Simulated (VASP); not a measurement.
Here is a VASP 6.6.1 calculation.

Contents of INCAR:

```
  PREC = Accurate
  ENCUT = 520
  EDIFF = 1E-7
  ISMEAR = 0
  SIGMA = 0.1
  LREAL = False
  LASPH = True
  NELM = 60
  ALGO = Fast
  ISIF = 2
  LWAVE = False
  LCHARG = False
  LDIPOL = True
  IDIPOL = 3
  DIPOL = 0.5 0.5 0.500
  GGA = PE
  IVDW = 12
  NBANDS = 21
```

KPOINTS

```
Automatic mesh
0
Gamma
  18 18 1
```

The input POSCAR:

```
C
1.0
    2.4649634498      0.0000000000      0.0000000000
   -1.2324817249      2.1347209670      0.0000000000
    0.0000000000      0.0000000000     39.4810792268
C
6
Direct
    0.0000000000      0.0000000000      0.4146358277
    0.6666666667      0.3333333333      0.4146358237
    0.0000000000      0.0000000000      0.5000000020
    0.3333333333      0.6666666667      0.4999999980
    0.0000000000      0.0000000000      0.5853641763
    0.6666666667      0.3333333333      0.5853641723
```

Potentials or basis: VASP PAW PBE potentials, release 64 (C).

Command:

```bash
$ cat potpaw_PBE.64/C/POTCAR > POTCAR
$ mpirun -np 1 vasp_std > vasp.out
```

Q: Estimate the largest force.

A: 0.011 eV/Å.

Q: Estimate the band gap on the k mesh.

A: 0.01 eV, direct.

Q: Predict the dispersion energy per atom.

A: -0.131 eV.

Forces in eV/Å, atoms in the order of the input:
```
C    0.000  0.000  0.004
C    0.000  0.000 -0.011
C    0.000  0.000  0.000
C    0.000  0.000  0.000
C    0.000  0.000 -0.004
C    0.000  0.000  0.011
```

PBE gaps usually lie below the measured ones, often by a third to a half.
